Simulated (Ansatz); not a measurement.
# Al under changes of volume

One of the cells (16.603 Å³/atom); the others are scaled copies at fixed shape and fractional positions:

```
Al
1.0
     0.00000    2.02481    2.02481
     2.02481    0.00000    2.02481
     2.02481    2.02481    0.00000
Al
1
Direct
  0.00000 0.00000 0.00000
```

- Program: Ansatz 0.2.0
- Functional: PBE
- Potentials or basis: Ansatz PAW
- Cutoff: 420 eV (not typed: the program's choice for these potentials)
- k mesh: 11 × 11 × 11
- Occupations: fermi-dirac, width 0.05 eV
- Spin: no spin polarisation

| volume (Å³/atom) | energy over the lowest point (meV/atom) | pressure (GPa) |
| --- | --- | --- |
| 15.607 | 13.43 | 5.1 |
| 15.939 | 5.12 | 3.0 |
| 16.271 | ? | ? |
| 16.603 | 0.00 | -0.4 |
| 16.935 | 2.45 | -1.9 |
| 17.267 | 7.76 | -3.2 |
| 17.599 | 15.64 | -4.4 |

**Question.** What does the run at 16.271 Å³/atom give?

**Answer.** Energy over the lowest point 0.77 meV/atom; pressure 1.2 GPa.

Worked out: A Birch-Murnaghan fit of order 3 (a polynomial in V^(-2/3)) to the other rows has its minimum at 16.51 Å³/atom with B0 = V·E''(V) = 79 GPa and B' = 4.4. It gives 0.78 meV/atom at 16.271 Å³/atom, against the run's 0.77, and -dE/dV = 1.2 GPa, against 1.2.

Energies are extrapolated to zero smearing.
